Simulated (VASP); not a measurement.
# Settings for CdS: self-consistent run

CdS, P3m1 (no. 156), 2 atoms in the cell. PBE with D4; PAW potentials Cd, S (PBE set). VASP 6.6.1. The cell is changed on purpose: last atom moved by 0.08 Å along z, cell strained by +1.0% along z.

Wanted: energy within 2 meV/atom; forces within 0.01 eV/Å.

What the run is for: forces; Accuracy asked: standard.

POSCAR:
```
CdS
1.0
    4.2611695877      0.0000000000      0.0000000000
   -2.1305847939      3.6902811128      0.0000000000
    0.0000000000      0.0000000000      5.8622146694
Cd S
1 1
Direct
    0.0000000000      0.0000000000      0.4426919200
    0.6666666700      0.3333333300      0.4480912700
```

The series start from Plane-wave cutoff (eV): 360; k-point mesh: 6 × 6 × 4; Bands in all (NBANDS): 19; Aspherical gradient terms in the spheres (LASPH): yes; Density mixing: defaults. Each series keeps the choices made before it, and each single choice may use up half of a tolerance.

## Plane-wave cutoff (eV)

| Plane-wave cutoff (eV) | Energy less reference (meV/atom) | Forces, largest deviation (eV/Å) | SCF iterations | Time (s) |
|---|---|---|---|---|
| 220 | 131.3 | 0.002 | 14 | 5.8 |
| 280 | 6.6 | 0.001 | 14 | 5.9 |
| 320 | 2.4 | 0.000 | 14 | 10 |
| 360 | 2.4 | 0.000 | 14 | 10 |
| 410 | 1.2 | 0.001 | 14 | 13 |
| 480 | 0.2 | 0.001 | 14 | 17 |
| 580 | 0.1 | 0.000 | 14 | 20 |
| 720 (reference) | 0.0 | 0.000 | 14 | 37 |

Chosen: 480, the loosest value from which every tighter one stays within half of the tolerance.

## k-point mesh

| k-point mesh | Energy less reference (meV/atom) | Forces, largest deviation (eV/Å) | SCF iterations | Time (s) |
|---|---|---|---|---|
| 2 × 2 × 2 | 343.0 | 0.025 | 14 | 5.1 |
| 3 × 3 × 2 | 61.4 | 0.005 | 14 | 6.2 |
| 4 × 4 × 3 | 15.9 | 0.002 | 14 | 8.0 |
| 5 × 5 × 3 | 4.9 | 0.001 | 14 | 10 |
| 6 × 6 × 4 | 1.7 | 0.000 | 14 | 17 |
| 8 × 8 × 5 | 0.3 | 0.000 | 14 | 29 |
| 9 × 9 × 6 | 0.1 | 0.000 | 14 | 42 |
| 12 × 12 × 8 (reference) | 0.0 | 0.000 | 14 | 82 |

Chosen: 8 × 8 × 5.

## Bands in all (NBANDS)

| Bands in all (NBANDS) | Energy less reference (meV/atom) | Forces, largest deviation (eV/Å) | SCF iterations | Time (s) |
|---|---|---|---|---|
| 10 | 0.0 | 0.000 | 14 | 15 |
| 11 | 0.0 | 0.000 | 14 | 16 |
| 13 | 0.0 | 0.000 | 14 | 17 |
| 15 | 0.0 | 0.000 | 14 | 21 |
| 19 | 0.0 | 0.000 | 14 | 29 |
| 29 (reference) | 0.0 | 0.000 | 14 | 37 |

Chosen: 10.

## Aspherical gradient terms in the spheres (LASPH)

| Aspherical gradient terms in the spheres (LASPH) | Energy less reference (meV/atom) | Forces, largest deviation (eV/Å) | SCF iterations | Time (s) |
|---|---|---|---|---|
| yes | 0.0 | 0.000 | 14 | 15 |
| no | 1.0 | 0.000 | 14 | 14 |

Chosen: yes; no other choice that stays within half of the tolerance saves 30 % of the time.

## Density mixing

| Density mixing | Energy less reference (meV/atom) | Forces, largest deviation (eV/Å) | SCF iterations | Time (s) |
|---|---|---|---|---|
| defaults | 0.0 | 0.000 | 14 | 15 |
| MAXMIX=-10 | 0.0 | 0.000 | 14 | 16 |
| MIXPRE=2 | 0.0 | 0.000 | 14 | 14 |
| MIXPRE=0 | 0.0 | 0.000 | 14 | 15 |
| BMIX=0.0001 | 0.0 | 0.000 | 12 | 12 |
| AMIX=0.1 | 0.0 | 0.000 | 17 | 17 |
| WC=0 | 0.0 | 0.000 | 13 | 14 |

Chosen: defaults.

## All choices together

| Input | Energy less reference (meV/atom) | Forces, largest deviation (eV/Å) | Time (s) |
|---|---|---|---|
| the program's defaults (naive) | 24.3 | 0.004 | 1.7 |
| chosen settings | 0.5 | 0.001 | 15 |
| reference settings throughout | 0.0 | 0.000 | 278 |

The tolerance is met.

Values of the reference run: Forces: 0, 0, 0.001569, 0, 0, -0.001569 eV/Å.

## The input

INCAR:
```
SYSTEM = CdS
ALGO = Normal
EDIFF = 1E-6
EFERMI = MIDGAP
ENCUT = 480
GGA = PE
GGA_COMPAT = .False.
ISIF = 2
ISMEAR = 0
IVDW = 13
LASPH = .True.
LCHARG = .False.
LREAL = .False.
LWAVE = .False.
NBANDS = 10
NELM = 120
PREC = Accurate
SIGMA = 0.03
```

KPOINTS:
```
Automatic mesh
0
Gamma
  8 8 5
  0 0 0
```

Commands:
```
cat potpaw_PBE.64/Cd/POTCAR potpaw_PBE.64/S/POTCAR > POTCAR
mpirun -np 1 vasp_std > vasp.out
```

The chosen input took VASP 6.6.1 15 s on 1 core (Intel Xeon 6975P-C (Granite Rapids)), a shared host.

## An input that fails: damping step far too long

The electronic loop stops at its limit of 52 steps.

Changes against the starting input:
```
- ALGO = Normal
- NELM = 120
+ ALGO = Damped
+ NELM = 52
+ TIME = 2.0
```
